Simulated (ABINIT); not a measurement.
The system is Al.

```
CELL_PARAMETERS angstrom
2.81246 0.00000 0.00000
-1.40623 2.43566 0.00000
0.00000 0.00000 4.86685
ATOMIC_POSITIONS crystal
Al 0.33333 0.66667 0.25000
Al 0.66667 0.33333 0.75000
```

This isn't the form of Al at room conditions, which is fcc.

```yaml
Program: ABINIT 10.8.3 (patched build)
Task: relaxation of cell and atoms
Functional: LDA
Potentials_or_basis: PseudoDojo NC SR LDA v0.4.1 standard
Cutoff: 599 eV
k_mesh: 8 × 8 × 4
Occupations: fermi-dirac, width 0.05 eV
Spin: no spin polarisation
```

At the start: pressure -3.6 GPa; volume 16.67 Å³/atom.

**Question.** Where does the relaxation end?

**Answer.** Over 7 steps the energy falls by 16.9 meV/atom and the volume is 15.92 Å³/atom (-4.5 %); space group P6_3/mmc (No. 194, to 0.05 Å).

Step by step:
```
step  energy change (eV)  largest force (eV/Å)  pressure (GPa)  volume (Å³)
   1              0.0000                0.0000           -3.59        33.34
   2             -0.0113                0.0000           -2.86        32.97
   3              0.0087                0.0000            5.57        30.25
   4             -0.0334                0.0000           -0.23        31.91
   5             -0.0338                0.0000            0.13        31.79
   6             -0.0338                0.0000            0.11        31.80
   7             -0.0338                0.0000            0.00        31.84
```

Final structure:
```cif
data_structure
_symmetry_space_group_name_H-M 'P 1'
_symmetry_Int_Tables_number 1
_cell_length_a 2.7415
_cell_length_b 2.7415
_cell_length_c 4.8924
_cell_angle_alpha 90.000
_cell_angle_beta 90.000
_cell_angle_gamma 120.000
_cell_volume 31.84
loop_
_atom_site_label
_atom_site_type_symbol
_atom_site_fract_x
_atom_site_fract_y
_atom_site_fract_z
_atom_site_occupancy
Al1 Al 0.33333 0.66667 0.25000 1
Al2 Al 0.66667 0.33333 0.75000 1
```
